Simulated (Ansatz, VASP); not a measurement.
## Cross-check of Cs (ladder Cs chain) between VASP and Ansatz

Wanted: the spread between two codes on one cell, functional and k mesh. The structure shown is the start of the Ansatz relaxation below; VASP solves that cell, so the two are compared at the walk's first step. Other levels of theory on this material are compared in a session of their own.

Calculated with Ansatz 0.2.0; plane waves, with VASP 6.6.1 beside it; single point at RPBE.

## Step 1: The structure

The cell holds 2 atoms: 2 Cs. Its edges and angles: a = 13.500 Å, b = 12.000 Å, c = 4.775 Å, α = 90.0°, β = 90.0°, γ = 90.0°. Vacuum lies along a and b. The structure's axis is c.

## Step 2: Ansatz: relaxation, RPBE

Ansatz runs on its default PAW (the set named soft_2) files.

The two programs are compared at the cell with which this relaxation starts, whose forces are those of its first step.

Input file input.yaml:

```yaml
crystal:
  lattice:
    - [13.5, 0.0, 0.0]
    - [0.0, 12.0, 0.0]
    - [0.0, 0.0, 4.77508]
  atoms:
    - { symbol: Cs, position: [0.348900741, 0.5, 0.0], spin: 0.5 }
    - { symbol: Cs, position: [0.651099259, 0.5, 0.5], spin: 0.5 }
magnetization:
  spin_polarized: true
kpoints:
  mp_grid: { grid: [1, 1, 17] }
scf:
  occupations: { method: fermi_dirac, width: 0.05 }
hamiltonian:
  xc: rpbe
relax:
  cell: { fix: [a, b, alpha, beta, gamma] }
  max_steps: 60
```

Started as:

```
$ ansatz run input.yaml --threads 4 --pin off --max-ram 16384MiB --backend cpu --events-out ev --progress --plain --runs-dir out
```

Numbers of over 12 decimals in the logs are rounded to 6 here.

The log of the run:

```text
Engine: ansatz 0.2.0, aarch64-unknown-linux-gnu
Pseudopotentials: kind: paw
Pseudopotential: Cs, paw, valence charge 9, recommended cutoff 420 eV (normal), Cs.paw.azcp
Functional definition: RPBE
  parameter kappa = 0.804
  parameter beta = 0.066725
  exchange = rpbe_x(kappa = kappa, mu = beta*pi^2/3)
  correlation = pbe_c(beta = beta)
Crystal: 2 atoms, lattice volume = 773.563 Å³
Basis set: ecut = 420 eV, 15015 PW (Γ), exchange–correlation on 192×162×64 points (8 copies of the dense FFT grid, shifted against one another)
Bands: 14, of which v1, the nominal top of the filled ones, is band 9 counted from 1 (8 counted from 0)
Symmetry: 8 space group operations
Space group: Pmma (ITA 51), of the structure as read, at distance tolerance 9.2e-5 Å
Magnetic group: BNS 51.289 (UNI 387), of the structure as read, at distance tolerance 9.2e-5 Å
k-points: 9 of 17
Non-local potential: Cs, projectors of the file, l = 0: 3, l = 1: 2, l = 2: 2, l = 3: 2
PAW form: soft (Blöchl's): semilocal exchange-correlation on the pseudo side does not see the compensation charge
PAW frozen core: Cs, regenerated for the run's functional, and the local potential with it (the file was generated under x = pbe(κ = 0.804, μ = 0.219515), c = pbe(β = 0.066725))
PAW one-centre angular grid: Cs, 194 points (default); XC on 64 Gauss nodes
Initial density: superposition of atomic densities (neutral atoms: chi_scale 0, normalization atom)
Starting moments: Σ|m| = 1 μB on 2 of 2 sites
Initial wavefunctions: pseudopotential atomic-orbital guess
Functional: x = rpbe, c = pbe(β = 0.066725)
iter 1 solved again at ethr=1.01e-3 eV; its pass at ethr=3.10e-3 eV (dr2=1.82e-1 eV) is discarded
SCF iter   1: F=—  HF=-11360.130823 eV  |F-HF|=—  |Δ(HF+E_count)|=         —  Δρ=3.64e-3 (↑3.64e-3 ↓2.85e-3)  dr2=2.20e-1  dr2_m=6.85e-2  M=0.099 μB ∫|m|=0.103 μB  β_m=0.30  ethr=1.01e-3  ⟨swp⟩=1.0  Hψ=2364  notcnv=0
preconditioner: auto → LDOS  [metal: Δε(μ)=0.087 eV  Ē_g=1.480 eV  σ=0.050 eV  W_gap=0.40  n_scr=36 (ndim 8)  ℏωp=1.9 eV  f_vac=0.544  D(μ)=2.28/eV (n_scr^D=8)]
spin=Collinear: LDOS preconditioning applied to the charge; magnetization (m = ρ↑ − ρ↓) channel mixes plain (no charge-response kernel on spin).
SCF iter   2: F=—  HF=-11360.158430 eV  |F-HF|=—  |Δ(HF+E_count)|=   2.76e-2  Δρ=2.55e-3 (↑2.55e-3 ↓2.09e-3)  dr2=1.31e-1  dr2_m=3.44e-2  M=0.082 μB ∫|m|=0.086 μB  β_m=0.30  ethr=1.01e-3  ⟨swp⟩=2.4  Hψ=303  notcnv=0
SCF iter   3: F=—  HF=-11360.171793 eV  |F-HF|=—  |Δ(HF+E_count)|=   1.34e-2  Δρ=1.84e-3 (↑1.40e-3 ↓1.84e-3)  dr2=1.49e-2  dr2_m=1.74e-2  M=0.070 μB ∫|m|=0.072 μB  β_m=0.30  ethr=7.26e-4  ⟨swp⟩=3.6  Hψ=518  notcnv=0
SCF iter   4: F=—  HF=-11360.185365 eV  |F-HF|=—  |Δ(HF+E_count)|=   1.36e-2  Δρ=1.18e-3 (↑1.08e-3 ↓1.18e-3)  dr2=6.88e-3  dr2_m=8.79e-3  M=0.060 μB ∫|m|=0.061 μB  β_m=0.30  ethr=8.30e-5  ⟨swp⟩=2.6  Hψ=504  notcnv=0
SCF iter   5: F=—  HF=-11360.190814 eV  |F-HF|=—  |Δ(HF+E_count)|=   5.45e-3  Δρ=8.33e-4 (↑7.66e-4 ↓8.33e-4)  dr2=1.20e-3  dr2_m=4.45e-3  M=0.051 μB ∫|m|=0.052 μB  β_m=0.30  ethr=3.82e-5  ⟨swp⟩=2.4  Hψ=404  notcnv=0
SCF iter   6: F=—  HF=-11360.193512 eV  |F-HF|=—  |Δ(HF+E_count)|=   2.70e-3  Δρ=5.84e-4 (↑5.84e-4 ↓5.50e-4)  dr2=3.63e-4  dr2_m=2.26e-3  M=0.044 μB ∫|m|=0.045 μB  β_m=0.30  ethr=6.65e-6  ⟨swp⟩=2.5  Hψ=477  notcnv=0
SCF iter   7: F=—  HF=-11360.194762 eV  |F-HF|=—  |Δ(HF+E_count)|=   1.25e-3  Δρ=4.16e-4 (↑4.16e-4 ↓3.92e-4)  dr2=1.74e-4  dr2_m=1.15e-3  M=0.039 μB ∫|m|=0.040 μB  β_m=0.30  ethr=2.02e-6  ⟨swp⟩=2.7  Hψ=429  notcnv=0
Mixer restart at iter 7: flushing history
spin-set hold released at iteration 7 (site moments contracting): the magnetisation degrees of freedom join the quasi-Newton model from the next iteration; the mixer history was flushed
SCF iter   8: F=—  HF=-11360.195361 eV  |F-HF|=—  |Δ(HF+E_count)|=   5.98e-4  Δρ=2.96e-4 (↑2.96e-4 ↓2.80e-4)  dr2=1.13e-4  dr2_m=5.84e-4  M=0.035 μB ∫|m|=0.035 μB  β_m=0.65  ethr=9.64e-7  ⟨swp⟩=1.0  Hψ=252  notcnv=0
[...]
Crystal: 2 atoms, lattice volume = 877.204 Å³
Basis set: ecut = 420 eV, 17087 PW (Γ), exchange–correlation on 192×162×64 points (8 copies of the dense FFT grid, shifted against one another)
[...]
preconditioner: auto → LDOS  [metal: Δε(μ)=0.132 eV  Ē_g=1.411 eV  σ=0.050 eV  W_gap=0.49  n_scr=44 (ndim 8)  ℏωp=1.8 eV  f_vac=0.550  D(μ)=2.89/eV (n_scr^D=8)]
spin=Collinear: LDOS preconditioning applied to the charge; magnetization (m = ρ↑ − ρ↓) channel mixes plain (no charge-response kernel on spin).
[...]
SCF iter   9: F=-11360.371919 eV  HF=-11360.371919 eV  |F-HF|=3.09e-11  |Δ(HF+E_count)|=  2.31e-10  Δρ=2.83e-8 (↑2.77e-8 ↓2.83e-8)  dr2=2.94e-12  dr2_m=6.12e-12  M=-0.001 μB ∫|m|=0.001 μB  ethr=1.00e-12  ⟨swp⟩=8.0  Hψ=1083  notcnv=0
the starting moments were not kept: the SCF closed with an absolute magnetisation of 1.0e-3 μB, where they sum to 1 μB in size (2 sites). That is at most 0.1 of that sum.
SCF 8 converged in 9 iterations: F = -11360.371919 eV  dr2 = 2.94e-12
relax step   8: F+E_penalty+E_count = -11360.37191917 eV  Δ(F+E_penalty+E_count) = -4.683e-4 eV  max|allowed force component| = 3.073e-4 eV/Å  Δτ_max = 0.0100 Å  P = -0.013 GPa  Ω = 877.204 Å³  energy of the carried Pulay correction = -4.578e-5 eV  fix = [a, b, alpha, beta, gamma]  reactions: a -0.014, b -0.026 GPa  (9 SCF iters, accepted)
Basis set: ecut = 420 eV, 17087 PW (Γ), exchange–correlation on 192×162×80 points (8 copies of the dense FFT grid, shifted against one another)
Initial wavefunctions: pseudopotential atomic-orbital guess (no wavefunctions were taken with the density)
iter 1 solved again at ethr=1.31e-6 eV; its pass at ethr=3.10e-3 eV (dr2=2.37e-4 eV) is discarded
SCF iter   1: F=—  HF=-11360.372392 eV  |F-HF|=—  |Δ(HF+E_count)|=         —  Δρ=1.11e-5 (↑1.11e-5 ↓1.11e-5)  dr2=5.34e-7  dr2_m=6.18e-12  M=-0.001 μB ∫|m|=0.001 μB  β_m=0.30  ethr=1.31e-6  ⟨swp⟩=5.1  Hψ=2934  notcnv=0
eigensolver tolerance schedule: the retry pair's looser diagonalisation over-reported the residual by 442.13 of it (diagonalisation noise at 0.23 of the residual, at the tolerance the schedule requests for it); recorded, not acted on — ethr = c·dr2/N_el stays at c = 1.0e-1
preconditioner: auto → LDOS  [metal: Δε(μ)=0.132 eV  Ē_g=1.411 eV  σ=0.050 eV  W_gap=0.49  n_scr=44 (ndim 8)  ℏωp=1.8 eV  f_vac=0.549  D(μ)=2.89/eV (n_scr^D=8)]
spin=Collinear: LDOS preconditioning applied to the charge; magnetization (m = ρ↑ − ρ↓) channel mixes plain (no charge-response kernel on spin).
SCF iter   2: F=—  HF=-11360.372415 eV  |F-HF|=—  |Δ(HF+E_count)|=   2.25e-5  Δρ=7.85e-6 (↑7.85e-6 ↓7.84e-6)  dr2=2.60e-7  dr2_m=6.03e-12  M=-0.001 μB ∫|m|=0.001 μB  β_m=0.65  ethr=2.97e-9  ⟨swp⟩=2.4  Hψ=388  notcnv=0
SCF iter   3: F=—  HF=-11360.372419 eV  |F-HF|=—  |Δ(HF+E_count)|=   3.88e-6  Δρ=3.40e-7 (↑3.30e-7 ↓3.40e-7)  dr2=4.02e-9  dr2_m=5.56e-12  M=-0.001 μB ∫|m|=0.001 μB  β_m=0.69  ethr=1.45e-9  ⟨swp⟩=2.8  Hψ=438  notcnv=0
SCF iter   4: F=—  HF=-11360.372419 eV  |F-HF|=—  |Δ(HF+E_count)|=   2.17e-9  Δρ=1.60e-7 (↑1.35e-7 ↓1.60e-7)  dr2=2.00e-9  dr2_m=5.45e-12  M=-0.001 μB ∫|m|=0.001 μB  β_m=0.84  ethr=2.23e-11  ⟨swp⟩=2.4  Hψ=417  notcnv=0
SCF iter   5: F=—  HF=-11360.372419 eV  |F-HF|=—  |Δ(HF+E_count)|=   3.01e-9  Δρ=7.40e-8 (↑4.91e-8 ↓7.40e-8)  dr2=3.46e-10  dr2_m=5.11e-12  M=-0.001 μB ∫|m|=0.001 μB  β_m=0.92  ethr=1.11e-11  ⟨swp⟩=3.1  Hψ=389  notcnv=0
SCF iter   6: F=—  HF=-11360.372420 eV  |F-HF|=—  |Δ(HF+E_count)|=   1.34e-6  Δρ=4.80e-8 (↑2.55e-8 ↓4.80e-8)  dr2=2.02e-10  dr2_m=4.78e-12  M=-0.001 μB ∫|m|=0.001 μB  β_m=0.86  ethr=1.92e-12  ⟨swp⟩=4.8  Hψ=510  notcnv=0
SCF iter   7: F=—  HF=-11360.372420 eV  |F-HF|=—  |Δ(HF+E_count)|=   2.76e-9  Δρ=2.78e-8 (↑2.59e-8 ↓2.78e-8)  dr2=2.17e-11  dr2_m=4.51e-12  M=-0.001 μB ∫|m|=0.001 μB  β_m=0.93  ethr=1.12e-12  ⟨swp⟩=3.6  Hψ=391  notcnv=0
SCF iter   8: F=-11360.372420 eV  HF=-11360.372420 eV  |F-HF|=1.09e-11  |Δ(HF+E_count)|=  7.64e-10  Δρ=2.46e-8 (↑2.28e-8 ↓2.46e-8)  dr2=3.54e-12  dr2_m=4.28e-12  M=-0.001 μB ∫|m|=0.001 μB  ethr=1.00e-12  ⟨swp⟩=7.6  Hψ=962  notcnv=0
the starting moments were not kept: the SCF closed with an absolute magnetisation of 8.9e-4 μB, where they sum to 1 μB in size (2 sites). That is at most 0.1 of that sum.
SCF 9 converged in 8 iterations: F = -11360.372420 eV  dr2 = 3.54e-12
relax step   9: F+E_penalty+E_count = -11360.37242000 eV  Δ(F+E_penalty+E_count) = -5.008e-4 eV  max|allowed force component| = 2.894e-4 eV/Å  Δτ_max = 0.0000 Å  P = -0.012 GPa  Ω = 877.204 Å³  fix = [a, b, alpha, beta, gamma]  reactions: a -0.014, b -0.025 GPa  stress off target by 4.25e-3 GPa on what of the cell is left free  SCF on the basis re-selected at this cell (its energy is not comparable with the rows above)  (8 SCF iters)
basis re-selected at this cell: Δ(F+E_penalty+E_count) = -5.008e-4 eV, ΔP = +0.001 GPa vs the last step (what re-selecting the basis moved, of the pressure what is left beyond the Pulay correction that the steps carried, after the strain that the cell walked since its last selection, with what the two solves' SCF thresholds leave and, on support functions, any second-order correction that the steps lacked; it is no measure of the basis error at this ecutwfc). The dense FFT grid was sized anew with the basis: this SCF ran on 96×81×40 points, the steps before it on 96×81×32, so part of this shift can come from that change (see relax.cell in the input reference). [rest of the remark cut]
SCF converged after 8 iterations
Magnetization: -0.0007 μB (8.9997 up, 9.0003 down)
Absolute magnetization: 0.0009 μB (∫|ρ↑−ρ↓|, with the PAW one-centre terms)
Spin contamination: 0.0000 ħ² per cell (⟨S²⟩ above its minimum at these occupations)
Per-site moments (μB) at R_I (Å): [(-0.000126711, 2.233620), (-0.000126711, 2.233620)]
Free energy (F): -11360.372420 eV
Harris-Foulkes:  -11360.372420 eV  (|F-HF|=1.09e-11)
Internal energy: -11360.348170 eV  (E = F + TS)
E sigma→0 (E₀):  -11360.360295 eV
Entropy (-TS):   -0.024250 eV (-12.125 meV/atom)
Fermi energy:    -0.687167 eV
--- Per-component energies (eV) ---
  E_band       = -244.850495
  E_kinetic    = 280.852473
  E_local      = -1507.617568  (includes V_loc(G=0)·N_el)
  E_nonlocal   = 59.396254
  E_hartree    = 605.486639
  E_xc         = -346.161151
  E_vxc        = -248.025980  (∫ρ·V_xc dr)
  E_paw        = -10151.414029  (= ΣΔE_a)
  E_vpaw       = -40.428958  (= ΣTr[D̂ρ^β])
  E_aug_tail   = -0.000003  (compensation charges beyond the density's cutoff)
  E_ewald      = -300.785388
  E_core_change = -0.105398  (= ΣΔE_core)
  E_smearing   = -0.024250  (= −TS)
  E_closure    = 0.000000  (closes the sum)
  Σ components = -11360.372420   (vs F -11360.372420, Δ=0.00e0)
--- Forces (eV/Å), atoms counted from 1 ---
  atom   1  Cs     0.00028941    -0.00000000     0.00000000
  atom   2  Cs    -0.00028941     0.00000000    -0.00000000
  max |Σ_I F_I| component: 5.42e-20 eV/Å
--- Stress (GPa, compression-positive) ---
       -0.013812       0.000000      -0.000000
        0.000000      -0.025295       0.000000
       -0.000000       0.000000       0.004249
  P = ⅓ Tr σ = -0.0116 GPa (-0.116 kbar)
--- Relaxed structure (8 steps of the walk, 8 accepted, 1 SCFs on fresh bases) ---
  F+E_penalty+E_count = -11360.37242000 eV   max|allowed force component| = 2.894e-4 eV/Å   (the final SCF, on the basis selected at the relaxed cell)
  cell:  # Å, volume = 877.2036 Å³
    - [13.5, 0, 0]
    - [0, 12.0, 0]
    - [0, 0, 5.414837]
  atoms:
    - { symbol: Cs, position: [0.321805, 0.500000, 0] }
    - { symbol: Cs, position: [0.678195, 0.500000, 0.500000] }
```

[end of part 1 of 2]

[Lines on the potential files, build, host, timing and source positions are cut from VASP's logs without a mark.]

[Logs are printed without paths, hosts, clocks, repeated set-up lines and the standing remarks that a program may print on its own settings, such as how far it seeks lower states.]

[Hosts, paths, dates, database ids (printed as entryN), source tags and the programs' standing remarks are cut or masked in the printed files.]
